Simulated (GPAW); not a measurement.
# Se (P-1) in GPAW: reference runs

How does Se come out in PBE? The cell is run as given.

Program: GPAW 26.7.0. These are calculated values, not measurements. Logs are shortened: lines on timing, memory, paths and dates and some standing lists are left out, and cuts for length are marked. The log counts tension as positive stress, the text compression.

### 1 The cell of the first run

The typed cell holds 2 atoms: a = 3.407 Å, b = 3.407 Å, c = 3.407 Å, α = 90.00°, β = 90.00°, γ = 90.00°.

This isn't the form of Se at room conditions, which is trigonal, of chains.

### 2 Single point, PBE (a zone-boundary wave of random shape, sigma 0.1 Å)

run.py reads:

```python
from ase import Atoms
from ase.dft.bandgap import bandgap
from ase.io import write
from ase.units import Bohr, GPa
from gpaw import GPAW, PW
from gpaw.elf import elf_from_dft_calculation

atoms = Atoms(['Se', 'Se'],
              cell=[[0.0, -3.40689723, 0.0],
                    [-3.40689723, 0.0, 0.0],
                    [0.0, 0.0, -3.40689723]],
              scaled_positions=[[0.48849725, 0.49932641, 0.45500946],
                                [0.01150275, 0.00067359, 0.04499054]],
              pbc=True)

calc = GPAW(mode=PW(600),
            xc='PBE',
            kpts={'size': (8, 8, 8), 'gamma': True},
            occupations={'name': 'fermi-dirac', 'width': 0.05},
            nbands=14,
            convergence={'density': 1e-05, 'energy': 1e-05},
            maxiter=150,
            txt='gpaw.txt')
atoms.calc = calc
energy = atoms.get_potential_energy()
forces = atoms.get_forces()
stress = atoms.get_stress()
calc.write('gs.gpw')
write('result.traj', atoms)
print(f'Energy: {energy:.6f} eV')
print('Forces (eV/A):')
print(forces.round(4))
print('Stress (GPa):', (stress / GPa).round(3))
print('Fermi level:', round(calc.get_fermi_level(), 4), 'eV')
print(f'Gap: {bandgap(calc)[0]:.4f} eV, direct: {bandgap(calc, direct=True)[0]:.4f} eV')

# fields on the real-space grid
write('density.cube', atoms, data=calc.get_pseudo_density() * Bohr**3)
write('potential.cube', atoms, data=calc.get_electrostatic_potential())
write('elf.cube', atoms, data=elf_from_dft_calculation(calc).data)
```

Potentials or basis: GPAW PAW data sets (gpaw-data 1.2.1), pw.

Launch:

```
> OMP_NUM_THREADS=1 python run.py
```

gpaw.txt:

```text
__  _  _
 | _ |_)|_||  |
 |__||  | ||/\| - 26.7.0

Input parameters:
  mode=PW(ecut=600.0),
  convergence={'density': 1e-05, 'energy': 1e-05},
  kpts=MonkhorstPack(size=(8, 8, 8), gamma=True),
  maxiter=150,
  nbands=14,
  occupations=Occupations(name='fermi-dirac', width=0.05),
  xc=XC(name='PBE')

Diagonalizing LCAO Hamiltonian
Converting LCAO to pw mode

            Se

       Se

Atoms  # Å, Bohr magnetons
|   | symbol |         x |         y |         z |    initial magnetic moments |
|---|--------|-----------|-----------|-----------|-----------------------------|
| 0 |     Se | -1.701154 | -1.664260 | -1.550170 | ( 0.0000,  0.0000,  0.0000) |
| 1 |     Se | -0.002295 | -0.039189 | -0.153278 | ( 0.0000,  0.0000,  0.0000) |

Unit cell  # Å
| periodic |         x |         y |         z |  lengths |    angles |
|----------|-----------|-----------|-----------|----------|-----------|
|      yes |  0.000000 | -3.406897 |  0.000000 | 3.406897 | 90.000000 |
|      yes | -3.406897 |  0.000000 |  0.000000 | 3.406897 | 90.000000 |
|      yes |  0.000000 |  0.000000 | -3.406897 | 3.406897 | 90.000000 |

Number of symmetries: 1
Symmetry operations  # r_c * U_cc + t_c -> r_c
|   | kind |            matrix            |
|---|------|------------------------------|
| 0 |  E   |  1, 0, 0,  0, 1, 0,  0, 0, 1 |

BZ-sampling:
  Number of BZ points: 512
  Number of IBZ points: 260

  Monkhorst-Pack size: [8, 8, 8]
  Monkhorst-Pack shift: [0.0625, 0.0625, 0.0625]

K-points  # in reciprocal-cell coordinates
|     |                                coordinates |     weight |
|-----|--------------------------------------------|------------|
|   0 | (  0.00000000,   0.00000000,   0.00000000) | 0.00195312 |
|   1 | (  0.00000000,   0.00000000,   0.12500000) | 0.00390625 |
|   2 | (  0.00000000,   0.00000000,   0.25000000) | 0.00390625 |
|   3 | (  0.00000000,   0.00000000,   0.37500000) | 0.00390625 |
|   4 | (  0.00000000,   0.00000000,   0.50000000) | 0.00195312 |
|   5 | (  0.00000000,   0.12500000,  -0.37500000) | 0.00390625 |
|   6 | (  0.00000000,   0.12500000,  -0.25000000) | 0.00390625 |
|   7 | (  0.00000000,   0.12500000,  -0.12500000) | 0.00390625 |
|   8 | (  0.00000000,   0.12500000,   0.00000000) | 0.00390625 |
|   9 | (  0.00000000,   0.12500000,   0.12500000) | 0.00390625 |
| ... |                                            |            |
| 259 | (  0.50000000,   0.50000000,   0.50000000) | 0.00195312 |

Plane wave coefficients: 1357
Cutoff: 600.0 eV

Spin-components: 1 (collinear spins)
Bands:           14
Projectors:      10
Spin-degeneracy: 2
Datatype:        complex128

Density:
  Valence electrons: 12.0
  Components: 1
  Grid points: [20 20 20]
  Charge: 0.0  # |e|

Potential:
  Grid points: [20 20 20]

species:
  Se:
    name:    Selenium
    Z:       34.0
    valence: 6
    core:    28
    charge:  0.0  # [|e|]
    compensation charges:
      type: gauss
      rc: 0.27  # [Å]
      lmax: 2
    cutoffs:
      filter: 1.77  # [Å]
      core: 2.67  # [Å]
    projectors
    | kind |    occ | energy [eV] | rcut [Å] |
    |------|--------|-------------|----------|
    |   4s |  2.000 |     -17.277 |    0.847 |
    |   4p |  4.000 |      -6.512 |    1.005 |
    |    s |        |       9.935 |    0.847 |
    |    p |        |      20.699 |    1.005 |
    |    d |        |       0.000 |    0.847 |

    Using partial waves for Se as LCAO basis

Reference energy: -132207.064261  # eV

eigensolver:
  PPCG
  Converge bands: occupied
  niter=2

density mixing:
  MSR1-Mixer
  Pratt-step length: 0.05
  Maximum mixing coefficient: 0.75
  Old densities: 10
  SVD Regularization: 0.005
  Good broyden scale: 1.0
  Trust region scale: 1.0
  Backstep threshold: 4.0
  History deletion threshold: 6.0
  Fourier metric: weight=20.0, sigma=0.015

occupation numbers:
  Fermi-Dirac:
    width: 0.0500  # eV

poisson solver:
  ecut: 4800.0  # eV

xc functional:
  name: PBE with 2 nearest neighbor stencil

convergence criteria:
- Maximum integral of absolute [dens]ity change: 1e-05 electrons / valence electron
- Maximum [total energy] change in last 3 cyles: 1e-05 eV / valence electron
- Maximum integral of absolute [eigenst]ate change: 4e-08 eV^2 / valence electron
maximum number of iterations: 150

SCF iterations
|iter     | |      energy | eigst |  dens |
|---------|-|-------------|-------|-------|
|iter:   1| |   -5.891354 | -0.34 |       |
|iter:   2| |   -5.894909 | -2.65 | -1.51 |
|iter:   3| |   -5.893254 | -3.48 | -1.54 |
|iter:   4| |   -5.893791 | -4.79 | -2.11 |
|iter:   5| |   -5.893838 | -5.32 | -2.70 |
|iter:   6| |   -5.893840c| -6.88 | -3.57 |
|iter:   7| |   -5.893840c| -7.79c| -3.96 |
|iter:   8| |   -5.893840c| -7.44c| -4.31 |
|iter:   9| |   -5.893840c| -8.41c| -5.17c|

Converged in 9 steps
Energy contributions relative to reference atoms: (reference = -132207.064261)

Energy contributions:
  Kinetic:           8.921741
  Coulomb:          -7.557433
  Zero:             -0.007212
  External:          0.000000
  Xc:               -7.247345
  Entropy:          -0.007181
  Spinorbit:         0.000000
  ----------------------------
  Free energy:      -5.897431
  Extrapolated:     -5.893840

dipole moment: (12.516476, 11.977963, 10.344758)  # |e|*Ang

Fermi level: 8.430
Eigenvalues  # (at kpt = [0.000, 0.000, 0.000])
| band index |      eig [eV] | occ [0-2] |
|------------|---------------|-----------|
|          0 |        -8.159 |     2.000 |
|          1 |        -1.808 |     2.000 |
|          2 |         4.821 |     2.000 |
|          3 |         4.843 |     2.000 |
|          4 |         5.302 |     2.000 |
|          5 |         9.950 |     0.000 |
|          6 |        11.370 |     0.000 |
|          7 |        11.597 |     0.000 |
|          8 |        12.461 |     0.000 |
|          9 |        14.065 |     0.000 |
|         10 |        19.547 |     0.000 |
|         11 |        20.652 |     0.000 |
|         12 |        21.112 |     0.000 |
|         13 |        21.123 |     0.000 |

No gap
No difference between direct/indirect transitions

Forces  # eV/Ang
|        x |        y |        z |
|----------|----------|----------|
|  0.00587 |  0.10057 |  0.47269 |  # Se   0
| -0.00587 | -0.10058 | -0.47273 |  # Se   1

Stress tensor  # eV/Ang^3
|         x |         y |         z |
|-----------|-----------|-----------|
| -0.016598 |  0.000095 |  0.000146 |
|  0.000095 | -0.020598 |  0.002472 |
|  0.000146 |  0.002472 | -0.042394 |

# Writing to gs.gpw (mode='')
```

It took 1.7 min on 1 thread of Intel Xeon Platinum 8488C (Sapphire Rapids), shared host; peak memory 0.27 GiB.

What came out:

```yaml
Free_energy: -5.8974 eV
Pressure: 4.3 GPa
Largest_force: 0.483 eV/Å
Band_gap_on_the_k_mesh: none (metal or under the smearing width)
```

Forces on the atoms (eV/Å):
```
Se   0.006  0.101  0.473
Se  -0.006 -0.101 -0.473
```

Stress tensor (GPa, compression positive):
```
 2.66 -0.02 -0.02
-0.02  3.30 -0.40
-0.02 -0.40  6.79
```
